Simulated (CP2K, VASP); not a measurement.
This is a calculation of SnO2 (Cassiterite) for VASP 6.6.1. 

The input INCAR:

```
PREC = Accurate ; ENCUT = 520
EDIFF = 1E-7 ; ISMEAR = 0
SIGMA = 0.012 ; LREAL = False
LASPH = True ; NELM = 100
ALGO = Fast ; ISIF = 2
LWAVE = False ; LCHARG = False
GGA = PE ; NBANDS = 35
```

KPOINTS

```
regular mesh
0
Gamma
  6 6 8
```

File POSCAR:

```
SnO2
1.0
    4.7380000000      0.0000000000      0.0000000000
    0.0000000000      4.7380000000      0.0000000000
    0.0000000000      0.0000000000      3.1865000000
Sn O
2 4
Direct
    0.5000000000      0.5000000000      0.5000000000
    0.0000000000      0.0000000000      0.0000000000
    0.8071000000      0.1929000000      0.5000000000
    0.6929000000      0.6929000000      0.0000000000
    0.1929000000      0.8071000000      0.5000000000
    0.3071000000      0.3071000000      0.0000000000
```

Potentials or basis: VASP PAW PBE potentials, release 64 (Sn_d, O).

Run with:

```sh
$ cat potpaw_PBE.64/Sn_d/POTCAR potpaw_PBE.64/O/POTCAR > POTCAR
$ mpirun -np 1 vasp_std > vasp.out
```

Set up the same calculation for CP2K 2026.2. Potentials or basis there: POTENTIAL_UZH Sn GTH-PBE-q4, O GTH-PBE-q6; TZVP-MOLOPT-PBE-GTH basis.

As run (cutoffs and basis follow the program's own potentials, and thresholds, step limits or extra output files can differ):

sno2_scf.inp

```
&GLOBAL
  PROJECT sno2_scf
  RUN_TYPE ENERGY_FORCE
  PRINT_LEVEL LOW
&END GLOBAL
&FORCE_EVAL
  METHOD QS
  STRESS_TENSOR ANALYTICAL
  &DFT
    BASIS_SET_FILE_NAME BASIS_MOLOPT_UZH
    POTENTIAL_FILE_NAME POTENTIAL_UZH
    &MGRID
      CUTOFF 600
      REL_CUTOFF 60
      NGRIDS 4
    &END MGRID
    &QS
      METHOD GPW
      EPS_DEFAULT 1.0E-10
    &END QS
    &KPOINTS
      SCHEME MONKHORST-PACK 6 6 8
      GAMMA_CENTERED T
      SYMMETRY T
      SYMMETRY_BACKEND SPGLIB
    &END KPOINTS
    &SCF
      SCF_GUESS ATOMIC
      EPS_SCF 1.0E-6
      MAX_SCF 100
      ADDED_MOS 18
      CHOLESKY OFF
      EPS_EIGVAL 1.0E-7
      &DIAGONALIZATION ON
        ALGORITHM STANDARD
      &END DIAGONALIZATION
      &MIXING ON
        METHOD BROYDEN_MIXING
        ALPHA 0.4
        BETA 1.5
        NBUFFER 8
      &END MIXING
      &SMEAR ON
        METHOD GAUSSIAN
        SIGMA [eV] 0.012
      &END SMEAR
    &END SCF
    &XC
      &XC_FUNCTIONAL PBE
      &END XC_FUNCTIONAL
    &END XC
    &PRINT
      &KPOINTS ON
      &END KPOINTS
      &MULLIKEN ON
      &END MULLIKEN
      &MO ON
        ENERGIES T
        OCCUPATION_NUMBERS T
        &EACH
          QS_SCF 0
        &END EACH
        ADD_LAST NUMERIC
      &END MO
    &END PRINT
  &END DFT
  &SUBSYS
    &CELL
      A 4.7380000000 0.0000000000 0.0000000000
      B 0.0000000000 4.7380000000 0.0000000000
      C 0.0000000000 0.0000000000 3.1865000000
      PERIODIC XYZ
    &END CELL
    &COORD
      SCALED
      Sn  0.5000000000 0.5000000000 0.5000000000
      Sn  0.0000000000 0.0000000000 0.0000000000
      O   0.8071000000 0.1929000000 0.5000000000
      O   0.6929000000 0.6929000000 0.0000000000
      O   0.1929000000 0.8071000000 0.5000000000
      O   0.3071000000 0.3071000000 0.0000000000
    &END COORD
    &KIND Sn
      BASIS_SET TZVP-MOLOPT-PBE-GTH-q4
      POTENTIAL GTH-PBE-q4
    &END KIND
    &KIND O
      BASIS_SET TZVP-MOLOPT-PBE-GTH-q6
      POTENTIAL GTH-PBE-q6
    &END KIND
    &PRINT
      &ATOMIC_COORDINATES ON
      &END ATOMIC_COORDINATES
      &CELL ON
      &END CELL
    &END PRINT
  &END SUBSYS
  &PRINT
    &FORCES ON
    &END FORCES
    &STRESS_TENSOR ON
    &END STRESS_TENSOR
  &END PRINT
&END FORCE_EVAL
```

Potentials or basis: POTENTIAL_UZH Sn GTH-PBE-q4, O GTH-PBE-q6; TZVP-MOLOPT-PBE-GTH basis.

The run is started by

```console
$ OMP_NUM_THREADS=1 cp2k.psmp -i sno2_scf.inp -o sno2_scf.out
```

Both were run:

|  | VASP | CP2K |
| --- | --- | --- |
| Pressure | 11.8 GPa | 14.2 GPa |
| Largest force | 0.294 eV/Å | 0.296 eV/Å |

The potentials hold 52 and 32 valence electrons a cell.

The cell lies far from this level's equilibrium.

Pressure is positive in compression.
